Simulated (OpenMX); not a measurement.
The system is AgCl (Chlorargyrite).

```
CELL_PARAMETERS angstrom
0.00000 2.73500 2.73500
2.73500 0.00000 2.73500
2.73500 2.73500 0.00000
ATOMIC_POSITIONS crystal
Ag 0.00000 0.00000 0.00000
Cl 0.50000 0.50000 0.50000
```

Base run:

- Program: OpenMX 3.8.5
- Functional: PBE
- Potentials or basis: OpenMX 2013 PBE set, Ag7.0-s3p2d2, Cl7.0-s2p2d1f1, grid cutoff 400 Ry
- k mesh: 9 × 9 × 9
- Occupations: fermi-dirac, width 0.05 eV
- Spin: no spin polarisation

Its results: band gap on the k mesh 1.20 eV, indirect (least direct gap 3.50 eV); pressure 5.0 GPa.

**Question.** The run is repeated on the same cell with these changes: functional from PBE to LDA; potentials or basis from OpenMX 2013 PBE set, Ag7.0-s3p2d2, Cl7.0-s2p2d1f1, grid cutoff 400 Ry to OpenMX 2013 LDA set, Ag7.0-s3p2d2, Cl7.0-s2p2d1f1, grid cutoff 400 Ry. What comes out?

**Answer.** Band gap on the k mesh 0.88 eV, indirect (least direct gap 3.24 eV); pressure -3.1 GPa.

Caveats: the basis of atomic orbitals isn't converged, which shifts pressures, moduli and gaps.

A k mesh can miss the band edges.

Not every run made on this cell is shown here.
